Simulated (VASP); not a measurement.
Wanted: the native input for a VASP 6.6.1 run.

- Task: single point
- Functional: HSE(alpha, omega)
- Potentials or basis: VASP PAW PBE potentials, release 64 (Hg, Te)
- Cutoff: 520 eV
- k mesh: 5 × 5 × 5
- Occupations: fermi-dirac, width 0.05 eV
- Spin: no spin polarisation
- Screening parameter: 0.2
- Grid for exact exchange (PRECFOCK): Fast
- Further INCAR settings: ALGO = Normal; EDIFF = 1e-07

Crystal: HgTe.

```xyz
2
Lattice="-3.0456 3.0456 1.5594 3.0456 -3.0456 1.5594 3.0456 3.0456 -1.5594" Properties=species:S:1:pos:R:3 pbc="T T T"
Hg    0.0000    3.0456    0.7797
Te    0.0000    0.0000    0.0000
```

Measurements of this composition are mostly on another form, of space group No. 216.

One way to write it, as run:

POSCAR

```
HgTe
1.0
   -3.0456030000      3.0456030000      1.5594100000
    3.0456030000     -3.0456030000      1.5594100000
    3.0456030000      3.0456030000     -1.5594100000
Hg Te
1 1
Direct
    0.7500000000      0.2500000000      0.5000000000
    0.0000000000      0.0000000000      0.0000000000
```

INCAR.step1

```
SYSTEM = HgTe
ALGO = Normal
EDIFF = 1E-5
ENCUT = 520
GGA = PE
ISIF = 2
ISMEAR = -1
LASPH = .True.
LREAL = .False.
LWAVE = .True.
NELM = 80
PREC = Accurate
SIGMA = 0.05
```

INCAR.step2

```
SYSTEM = HgTe
AEXX = 0.25
ALGO = Normal
EDIFF = 1E-7
ENCUT = 520
GGA = PE
HFSCREEN = 0.2
ISIF = 2
ISMEAR = -1
ISTART = 1
LASPH = .True.
LCHARG = .False.
LHFCALC = .True.
LREAL = .False.
LWAVE = .False.
NELM = 80
PREC = Accurate
PRECFOCK = Fast
SIGMA = 0.05
```

KPOINTS

```
k-points
0
Gamma
  5 5 5
  0 0 0
```

Potentials or basis: VASP PAW PBE potentials, release 64 (Hg, Te).

Run with:

```sh
$ cat potpaw_PBE.64/Hg/POTCAR potpaw_PBE.64/Te/POTCAR > POTCAR
$ cp INCAR.step1 INCAR
$ mpirun -np 1 vasp_std > vasp.out
$ cp INCAR.step2 INCAR
$ mpirun -np 1 vasp_std > vasp.out
```

It gave:

* Pressure: -1.6 GPa
* Band gap on the k mesh: none (metal or under the smearing width)

Caveat: the k mesh is coarse (spacing up to 0.45 Å⁻¹), so the values aren't converged, least of all with exact exchange; the PAW data sets were made with another functional, which shifts forces and pressure a little.

Run time: 16 min on 1 thread of Intel(R) Xeon(R) Platinum 8559C (Emerald Rapids) (shared host), peak memory 0.31 GiB.
